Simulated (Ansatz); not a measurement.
# Lithium, omega (AlB2-type) under RPBE: structure, energy and stiffness, part 1 of 2

Aim: take lithium in the omega (AlB2-type) structure, relax it, solve it on a dense k-mesh, then scale the cell to 7 volumes from 88 to 112 % of the relaxed one and try a fit of the equation of state. Spin polarisation is left out. The k-meshes are 7×7×10 for the relaxation; 10×10×14 for the dense run; 8×8×12 for the volumes.

Method: DFT RPBE, plane waves (420 eV) with PAW, scalar-relativistic; PAW files made under PBE, frozen cores solved again for the functional, in Ansatz 0.2.0.

## 1. Starting point

It takes space group P6/mmm (No. 191, hexagonal). Conventional cell: a = 4.961 Å, b = 4.961 Å, c = 3.041 Å, α = 90.00°, β = 90.00°, γ = 120.00°. Li (site symmetry 6/mmm) is surrounded by 14 Li at 3.04 to 3.24 Å. Around Li (site symmetry -6m2) lie 11 Li at 2.86 to 3.24 Å.

Structure file:

```
CELL_PARAMETERS angstrom
4.96121 0.00000 0.00000
-2.48060 4.29653 0.00000
0.00000 0.00000 3.04122
ATOMIC_POSITIONS crystal
Li 0.00000 0.00000 0.00000
Li 0.33333 0.66667 0.50000
Li 0.66667 0.33333 0.50000
```

## 2. Relaxing cell and atoms

input.yaml

```yaml
crystal:
  lattice:
    - [4.9612054717, 0.0, 0.0]
    - [-2.4806027358, 4.2965299719, 0.0]
    - [0.0, 0.0, 3.0412189541]
  atoms:
    - { symbol: Li, position: [0.0, 0.0, 0.0] }
    - { symbol: Li, position: [0.3333333333, 0.6666666667, 0.5] }
    - { symbol: Li, position: [0.6666666667, 0.3333333333, 0.5] }
hamiltonian:
  xc: rpbe
  pseudopotentials:
    kind: paw
    azcp:
      Li: "pseudopotentials/Li.paw.azcp"
basis:
  ecutwfc: 420
  fft_grid_basis: typed
kpoints:
  mp_grid: { grid: [7, 7, 10], shift: [0, 0, 0] }
magnetization:
  spin_polarized: false
scf:
  occupations: { method: fermi_dirac, width: 0.1 }
relax:
  max_steps: 60
  f_tol: 0.01
  cell: {}
output:
  write_density: true
  write_potential: true
  elf: true
  volumetric_format: npy
```

The program printed, cut to the lines that bear on the results:

```text
Warning: RAYON_NUM_THREADS=2 ignored (pool sized by the plan → 2); use --threads N
[...]
Pseudopotentials: kind: paw
Pseudopotential: Li, paw, valence charge 3, recommended cutoff 420 eV (normal), <dir>
Functional definition: RPBE
[...]
Crystal: 3 atoms, lattice volume = 64.827 Å³
Basis set: ecut = 420 eV, 1289 PW (Γ), exchange–correlation on 72×72×48 points (8 copies of the dense FFT grid, shifted against one another)
Bands: 9, of which v1, the nominal top of the filled ones, is band 5 counted from 1 (4 counted from 0)
Symmetry: 24 space group operations
Space group: P6/mmm (ITA 191), of the structure as read, at distance tolerance 4.0e-5 Å
k-points: 48 of 490
[...]
SCF iter   1: F=—  HF=-616.297356 eV  |F-HF|=—  |Δ(HF+E_count)|=         —  Δρ=1.37e-3  dr2=1.25e-3  ethr=1.77e-3  ⟨swp⟩=4.1  Hψ=2543  notcnv=0
[...]
relax step   1: F+E_penalty+E_count = -616.29616319 eV  Δ(F+E_penalty+E_count) = +0.000e0 eV  max|allowed force component| = 1.542e-18 eV/Å  Δτ_max = 0.0000 Å  P = -0.258 GPa  Ω = 64.827 Å³  (6 SCF iters, accepted)
[...]
relax step   4: F+E_penalty+E_count = -616.30451125 eV  Δ(F+E_penalty+E_count) = -1.514e-4 eV  max|allowed force component| = 1.542e-18 eV/Å  Δτ_max = 0.0000 Å  P = -0.003 GPa  Ω = 63.300 Å³  energy of the carried Pulay correction = +1.377e-5 eV  (3 SCF iters, dr2 threshold 5.90e-8 eV, accepted)
[...]
relax step   5: F+E_penalty+E_count = -616.30448844 eV  Δ(F+E_penalty+E_count) = +2.282e-5 eV  max|allowed force component| = 2.313e-18 eV/Å  Δτ_max = 0.0000 Å  P = -0.003 GPa  Ω = 63.300 Å³  stress off target by 1.47e-2 GPa  SCF on the basis re-selected at this cell (its energy is not [...]
SCF converged after 4 iterations
Free energy (F): -616.304488 eV
[...]
E sigma→0 (E₀):  -616.280576 eV
Entropy (-TS):   -0.047825 eV (-15.942 meV/atom)
Fermi energy:    0.988277 eV
[...]
--- Forces (eV/Å), atoms counted from 1 ---
  atom   1  Li    -0.00000000     0.00000000     0.00000000
  atom   2  Li    -0.00000000    -0.00000000     0.00000000
  atom   3  Li    -0.00000000     0.00000000    -0.00000000
[...]
--- Stress (GPa, compression-positive) ---
        0.003173       0.000000       0.000000
        0.000000       0.003173      -0.000000
        0.000000      -0.000000      -0.014684
  P = ⅓ Tr σ = -0.0028 GPa (-0.028 kbar)
--- Band table (eV; the first three rows and the last of 48) ---
  k-point 0: bands = ["-45.8570", "-45.8398", "-45.7382", "-2.5739", "3.0407", "3.0407", "3.0962", "3.0962", "6.5880"]
[...]
--- Relaxed structure (4 steps of the walk, 4 accepted, 1 SCFs on fresh bases) ---
  F+E_penalty+E_count = -616.30448844 eV   max|allowed force component| = 2.313e-18 eV/Å   (the final SCF, on the basis selected at the relaxed cell)
  cell:  # Å, volume = 63.3003 Å³
    - [4.994583773886561, -2.9061830626492266e-11, -8.721306456117561e-34]
    - [-2.497291886918112, 4.325436429529844, 9.167026920388791e-34]
    - [-5.34616085748032e-34, 1.4580438702219056e-34, 2.930061228404024]
  atoms:
    - { symbol: Li, position: [5.124083176211234e-35, 8.28021825750345e-35, 2.0590230357872116e-84] }
    - { symbol: Li, position: [0.33333333333333337, 0.6666666666666667, 0.5] }
    - { symbol: Li, position: [0.6666666666666665, 0.33333333333333337, 0.5] }
```

Wall time 4 s (2 threads of an Arm CPU, shared host); peak memory 0.32 GiB.

The walk, from the log:

```tsv
step	energy change (meV/atom)	largest force (eV/Å)	pressure (GPa)	volume (Å³/atom)
1	0.00	0.0000	-0.26	21.609
2	-1.91	0.0000	-0.14	21.355
3	-2.73	0.0000	0.04	21.030
4	-2.78	0.0000	0.00	21.100
5	-2.78	0.0000	0.00	21.100
```

Steps that repeat a cell are solved on a basis chosen anew, so their changes of energy are no gain of the relaxation.

The cell of the run, before and after:

|  | before | after | change |
| --- | --- | --- | --- |
| a (Å) | 4.961 | 4.995 | +0.7 % |
| b (Å) | 4.961 | 4.995 | +0.7 % |
| c (Å) | 3.041 | 2.930 | -3.7 % |
| volume (Å³/atom) | 21.609 | 21.100 | -2.4 % |
| shortest distance (Å) | 2.864 | 2.884 | +0.7 % |
| space group (spins left aside) | P6/mmm | P6/mmm | same |

## 3. The energy on a finer k-mesh

input.yaml

```yaml
crystal:
  lattice:
    - [4.9945837739, 0.0, 0.0]
    - [-2.4972918869, 4.3254364295, 0.0]
    - [0.0, 0.0, 2.9300612284]
  atoms:
    - { symbol: Li, position: [0.0, 0.0, 0.0] }
    - { symbol: Li, position: [0.3333333333, 0.6666666667, 0.5] }
    - { symbol: Li, position: [0.6666666667, 0.3333333333, 0.5] }
hamiltonian:
  xc: rpbe
  pseudopotentials:
    kind: paw
    azcp:
      Li: "pseudopotentials/Li.paw.azcp"
basis:
  ecutwfc: 420
  fft_grid_basis: typed
kpoints:
  mp_grid: { grid: [10, 10, 14], shift: [0, 0, 0] }
magnetization:
  spin_polarized: false
scf:
  occupations: { method: fermi_dirac, width: 0.1 }
```

The program printed, cut to the lines that bear on the results:

```text
Warning: RAYON_NUM_THREADS=2 ignored (pool sized by the plan → 2); use --threads N
[...]
Pseudopotentials: kind: paw
Pseudopotential: Li, paw, valence charge 3, recommended cutoff 420 eV (normal), <dir>
Functional definition: RPBE
[...]
Crystal: 3 atoms, lattice volume = 63.300 Å³
Basis set: ecut = 420 eV, 1263 PW (Γ)
Bands: 9, of which v1, the nominal top of the filled ones, is band 5 counted from 1 (4 counted from 0)
Symmetry: 24 space group operations
Space group: P6/mmm (ITA 191), of the structure as read, at distance tolerance 4.0e-5 Å
k-points: 112 of 1400
[...]
SCF iter   1: F=—  HF=-616.308148 eV  |F-HF|=—  |Δ(HF+E_count)|=         —  Δρ=1.45e-3  dr2=1.51e-3  ethr=1.77e-3  ⟨swp⟩=4.1  Hψ=5976  notcnv=0
[...]
SCF iter   6: F=-616.306905 eV  HF=-616.306905 eV  |F-HF|=1.79e-10  |Δ(HF+E_count)|=   8.75e-9  Δρ=9.16e-7  dr2=8.36e-10  ethr=5.80e-10  ⟨swp⟩=1.0  Hψ=2540  notcnv=0
[...]
SCF converged after 6 iterations
Free energy (F): -616.306905 eV
[...]
E sigma→0 (E₀):  -616.283133 eV
Entropy (-TS):   -0.047545 eV (-15.848 meV/atom)
Fermi energy:    0.967732 eV
[...]
```

Wall time 1.3 s (2 threads of an Arm CPU, shared host); peak memory 0.32 GiB.

## 4. Equation of state: 88 %

Changes to input.yaml since step 3:

```diff
@@ -2,5 +2,5 @@
   lattice:
-    - [4.9945837739, 0.0, 0.0]
-    - [-2.4972918869, 4.3254364295, 0.0]
-    - [0.0, 0.0, 2.9300612284]
+    - [4.7862295744, 0.0, 0.0]
+    - [-2.3931147872, 4.1449963998, 0.0]
+    - [0.0, 0.0, 2.8078307104]
   atoms:
@@ -19,3 +19,3 @@
 kpoints:
-  mp_grid: { grid: [10, 10, 14], shift: [0, 0, 0] }
+  mp_grid: { grid: [8, 8, 12], shift: [0, 0, 0] }
 magnetization:
@@ -24 +24,4 @@
   occupations: { method: fermi_dirac, width: 0.1 }
+  lower_state_search: "off"
+output:
+  stress: true
```

The program printed, cut to the lines that bear on the results:

```text
Warning: RAYON_NUM_THREADS=2 ignored (pool sized by the plan → 2); use --threads N
[...]
Pseudopotentials: kind: paw
Pseudopotential: Li, paw, valence charge 3, recommended cutoff 420 eV (normal), <dir>
Functional definition: RPBE
[...]
Crystal: 3 atoms, lattice volume = 55.704 Å³
Basis set: ecut = 420 eV, 1119 PW (Γ)
Bands: 9, of which v1, the nominal top of the filled ones, is band 5 counted from 1 (4 counted from 0)
Symmetry: 24 space group operations
Space group: P6/mmm (ITA 191), of the structure as read, at distance tolerance 3.8e-5 Å
k-points: 70 of 768
[...]
SCF iter   1: F=—  HF=-616.261620 eV  |F-HF|=—  |Δ(HF+E_count)|=         —  Δρ=1.66e-3  dr2=1.45e-3  ethr=1.77e-3  ⟨swp⟩=4.1  Hψ=3693  notcnv=0
[...]
SCF iter   6: F=-616.260360 eV  HF=-616.260360 eV  |F-HF|=5.34e-12  |Δ(HF+E_count)|=  9.92e-10  Δρ=1.58e-7  dr2=2.22e-11  ethr=9.91e-12  ⟨swp⟩=1.8  Hψ=1759  notcnv=0
[...]
SCF converged after 6 iterations
Free energy (F): -616.260360 eV
[...]
E sigma→0 (E₀):  -616.237037 eV
Entropy (-TS):   -0.046648 eV (-15.549 meV/atom)
Fermi energy:    1.390178 eV
[...]
--- Stress (GPa, compression-positive) ---
        2.066118      -0.000000      -0.000000
       -0.000000       2.066118       0.000000
       -0.000000       0.000000       2.107288
  P = ⅓ Tr σ = 2.0798 GPa (20.798 kbar)
```

Run time: 0.99 s. Hardware: 2 threads of an Arm CPU, shared host; peak memory 0.3 GiB.

## 5. Equation of state: 92 %

Changes to input.yaml since step 4:

```diff
@@ -2,5 +2,5 @@
   lattice:
-    - [4.7862295744, 0.0, 0.0]
-    - [-2.3931147872, 4.1449963998, 0.0]
-    - [0.0, 0.0, 2.8078307104]
+    - [4.8576763701, 0.0, 0.0]
+    - [-2.428838185, 4.2068711399, 0.0]
+    - [0.0, 0.0, 2.8497448109]
   atoms:
```

The program printed, cut to the lines that bear on the results:

```text
Warning: RAYON_NUM_THREADS=2 ignored (pool sized by the plan → 2); use --threads N
[...]
Pseudopotentials: kind: paw
Pseudopotential: Li, paw, valence charge 3, recommended cutoff 420 eV (normal), <dir>
Functional definition: RPBE
[...]
Crystal: 3 atoms, lattice volume = 58.236 Å³
Basis set: ecut = 420 eV, 1143 PW (Γ)
Bands: 9, of which v1, the nominal top of the filled ones, is band 5 counted from 1 (4 counted from 0)
Symmetry: 24 space group operations
Space group: P6/mmm (ITA 191), of the structure as read, at distance tolerance 3.9e-5 Å
k-points: 70 of 768
[...]
SCF iter   1: F=—  HF=-616.287835 eV  |F-HF|=—  |Δ(HF+E_count)|=         —  Δρ=1.61e-3  dr2=1.60e-3  ethr=1.77e-3  ⟨swp⟩=4.0  Hψ=3681  notcnv=0
[...]
SCF iter   6: F=-616.286583 eV  HF=-616.286583 eV  |F-HF|=3.51e-10  |Δ(HF+E_count)|=   1.51e-8  Δρ=1.21e-6  dr2=1.19e-9  ethr=6.65e-10  ⟨swp⟩=2.0  Hψ=1864  notcnv=0
[...]
SCF converged after 6 iterations
Free energy (F): -616.286583 eV
[...]
E sigma→0 (E₀):  -616.262944 eV
Entropy (-TS):   -0.047278 eV (-15.759 meV/atom)
Fermi energy:    1.235689 eV
[...]
--- Stress (GPa, compression-positive) ---
        1.237978       0.000000       0.000000
        0.000000       1.237978       0.000000
        0.000000       0.000000       1.318808
  P = ⅓ Tr σ = 1.2649 GPa (12.649 kbar)
```

It took 0.98 s on 2 threads of an Arm CPU, shared host; peak memory 0.3 GiB.

(Continued in part 2 of 2.)
